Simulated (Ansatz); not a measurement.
Runs of Ansatz 0.2.0 on MnO2. It takes space group P-3m1 (No. 164, trigonal). Conventional cell: a = 2.857 Å, b = 2.857 Å, c = 4.601 Å, α = 90.00°, β = 90.00°, γ = 120.00°. Mn (site symmetry -3m) is surrounded by 6 O at 1.90 Å. O (site symmetry 3m) has 3 Mn at 1.90 Å as nearest neighbours. Measurements of this composition are mostly on another form, of space group No. 136.

```csv
level,gap on the mesh (eV),pressure (GPa),moment (μB),relaxed volume (Å³/atom)
RPBE+D3(BJ),(a),0.0,3.00,(b)
revPBE+D3(BJ),1.00,0.0,3.00,10.88
revPBE+D4,0.94,0.0,3.00,10.48
RPBE+D4,1.00,0.0,3.00,10.61
PBE,1.03,0.0,3.00,12.97
```

Alike in all rows: task relaxation of cell and atoms; potentials or basis Ansatz PAW; spin collinear, ferromagnetic start; cell relaxed; k mesh 11 × 11 × 6; cutoff (eV) 420; smearing fermi-dirac 0.05 eV.

**Question.** Fill in the values left out.

**Answer.** (a) 1.01; (b) 10.84.

Caveats: odd divisions of the mesh miss points on the zone boundary, where band edges often lie, so the gap on the mesh can be too wide; the plane-wave basis is chosen anew once the cell has moved, so the energies of steps on either side of that aren't comparable; a cell with one magnetic atom can't hold antiferromagnetic order, which such compounds often take; the PAW data sets come from PBE, with cores solved anew for the run's functional, which leaves a small shift of forces and pressure (some runs); the volume moved by over 15 % at a fixed basis, so the end points are rough (some runs).

A k mesh can miss the band edges.
